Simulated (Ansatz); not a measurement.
A relaxation computed with Ansatz, from input to last step.

```yaml
crystal:
  lattice:
    - [1.26105, 0.728067557, 14.415]
    - [-1.26105, 0.728067557, 14.415]
    - [0.0, -1.4561351139, 14.415]
  atoms:
    - { symbol: C, position: [0.01786, 0.01786, 0.01786] }
    - { symbol: C, position: [0.98214, 0.98214, 0.98214] }
    - { symbol: C, position: [0.17262, 0.17262, 0.17262] }
    - { symbol: C, position: [0.82738, 0.82738, 0.82738] }
    - { symbol: C, position: [0.20833, 0.20833, 0.20833] }
    - { symbol: C, position: [0.79167, 0.79167, 0.79167] }
    - { symbol: C, position: [0.26786, 0.26786, 0.26786] }
    - { symbol: C, position: [0.73214, 0.73214, 0.73214] }
    - { symbol: C, position: [0.30357, 0.30357, 0.30357] }
    - { symbol: C, position: [0.69643, 0.69643, 0.69643] }
    - { symbol: C, position: [0.41071, 0.41071, 0.41071] }
    - { symbol: C, position: [0.58929, 0.58929, 0.58929] }
    - { symbol: C, position: [0.44643, 0.44643, 0.44643] }
    - { symbol: C, position: [0.55357, 0.55357, 0.55357] }
basis:
  ecutwfc: 420
kpoints:
  mp_grid: { grid: [12, 12, 12] }
hamiltonian:
  xc: pbe
scf:
  occupations: { method: gaussian, width: 0.02 }
output:
  forces: true
  stress: true
  eigenvalues: true
relax:
  adjacent_minimum: "off"
  f_tol: 0.01
  max_steps: 40
```

```bash
ansatz run input.yaml --threads 4 --pin off --max-ram 10240MiB --backend cpu --events-out ev --progress --plain --runs-dir out
```

Theory: DFT PBE, scalar-relativistic, plane waves, PAW (Ansatz).

Of 5 frames 4 are shown, positions in Å and forces in eV/Å; the SCF threshold varies from step to step.

```xyz
14
Lattice="1.2611 0.7281 14.4150 -1.2611 0.7281 14.4150 0.0000 -1.4561 14.4150" Properties=species:S:1:pos:R:3:forces:R:3 pbc="T T T" step=1 free_energy_over_end_meV_per_atom=0.82
C     0.0000    0.0000    0.7724    0.0000    0.0000   -0.0158
C     0.0000    0.0000   42.4726    0.0000    0.0000    0.0158
C     0.0000    0.0000    7.4650    0.0000    0.0000    0.0198
C     0.0000    0.0000   35.7800    0.0000    0.0000   -0.0198
C     0.0000    0.0000    9.0092    0.0000    0.0000   -0.3048
C     0.0000    0.0000   34.2358    0.0000    0.0000    0.3048
C     0.0000    0.0000   11.5836    0.0000    0.0000    0.3062
C     0.0000    0.0000   31.6614    0.0000    0.0000   -0.3062
C     0.0000    0.0000   13.1279    0.0000    0.0000   -0.0153
C     0.0000    0.0000   30.1171    0.0000    0.0000    0.0153
C     0.0000    0.0000   17.7612    0.0000    0.0000   -0.3222
C     0.0000    0.0000   25.4838    0.0000    0.0000    0.3222
C     0.0000    0.0000   19.3059    0.0000    0.0000    0.3272
C     0.0000    0.0000   23.9391    0.0000    0.0000   -0.3272
14
Lattice="1.2611 0.7281 14.4150 -1.2611 0.7281 14.4150 0.0000 -1.4561 14.4150" Properties=species:S:1:pos:R:3:forces:R:3 pbc="T T T" step=2 free_energy_over_end_meV_per_atom=0.13
C     0.0000    0.0000    0.7705    0.0000    0.0000   -0.0735
C     0.0000    0.0000   42.4745    0.0000    0.0000    0.0735
C     0.0000    0.0000    7.4630    0.0000    0.0000    0.1020
C     0.0000    0.0000   35.7820    0.0000    0.0000   -0.1020
C     0.0000    0.0000    9.0032    0.0000    0.0000   -0.0405
C     0.0000    0.0000   34.2418    0.0000    0.0000    0.0405
C     0.0000    0.0000   11.5934    0.0000    0.0000    0.0391
C     0.0000    0.0000   31.6516    0.0000    0.0000   -0.0391
C     0.0000    0.0000   13.1337    0.0000    0.0000   -0.1048
C     0.0000    0.0000   30.1113    0.0000    0.0000    0.1048
C     0.0000    0.0000   17.7544    0.0000    0.0000   -0.1862
C     0.0000    0.0000   25.4906    0.0000    0.0000    0.1862
C     0.0000    0.0000   19.3090    0.0000    0.0000    0.1856
C     0.0000    0.0000   23.9360    0.0000    0.0000   -0.1856
14
Lattice="1.2611 0.7281 14.4150 -1.2611 0.7281 14.4150 0.0000 -1.4561 14.4150" Properties=species:S:1:pos:R:3:forces:R:3 pbc="T T T" step=3 free_energy_over_end_meV_per_atom=0.07
C     0.0000    0.0000    0.7683    0.0000    0.0000    0.0612
C     0.0000    0.0000   42.4767    0.0000    0.0000   -0.0612
C     0.0000    0.0000    7.4629    0.0000    0.0000    0.1053
C     0.0000    0.0000   35.7821    0.0000    0.0000   -0.1053
C     0.0000    0.0000    9.0049    0.0000    0.0000   -0.1544
C     0.0000    0.0000   34.2401    0.0000    0.0000    0.1544
C     0.0000    0.0000   11.5935    0.0000    0.0000    0.1152
C     0.0000    0.0000   31.6515    0.0000    0.0000   -0.1152
C     0.0000    0.0000   13.1336    0.0000    0.0000   -0.0369
C     0.0000    0.0000   30.1114    0.0000    0.0000    0.0369
C     0.0000    0.0000   17.7509    0.0000    0.0000   -0.0092
C     0.0000    0.0000   25.4941    0.0000    0.0000    0.0092
C     0.0000    0.0000   19.3112    0.0000    0.0000   -0.0005
C     0.0000    0.0000   23.9338    0.0000    0.0000    0.0005
14
Lattice="1.2611 0.7281 14.4150 -1.2611 0.7281 14.4150 0.0000 -1.4561 14.4150" Properties=species:S:1:pos:R:3:forces:R:3 pbc="T T T" step=5 free_energy_over_end_meV_per_atom=0.00
C     0.0000    0.0000    0.7693    0.0000    0.0000   -0.0023
C     0.0000    0.0000   42.4757    0.0000    0.0000    0.0023
C     0.0000    0.0000    7.4639    0.0000    0.0000    0.0018
C     0.0000    0.0000   35.7811    0.0000    0.0000   -0.0018
C     0.0000    0.0000    9.0014    0.0000    0.0000   -0.0015
C     0.0000    0.0000   34.2436    0.0000    0.0000    0.0015
C     0.0000    0.0000   11.5956    0.0000    0.0000   -0.0027
C     0.0000    0.0000   31.6494    0.0000    0.0000    0.0027
C     0.0000    0.0000   13.1331    0.0000    0.0000   -0.0029
C     0.0000    0.0000   30.1119    0.0000    0.0000    0.0029
C     0.0000    0.0000   17.7505    0.0000    0.0000   -0.0008
C     0.0000    0.0000   25.4945    0.0000    0.0000    0.0008
C     0.0000    0.0000   19.3125    0.0000    0.0000   -0.0008
C     0.0000    0.0000   23.9325    0.0000    0.0000    0.0008
```

It took 86 s on 4 threads of Intel(R) Xeon(R) Processor @ 2.50GHz (Skylake/Cascade Lake) (shared host), peak memory 0.78 GiB.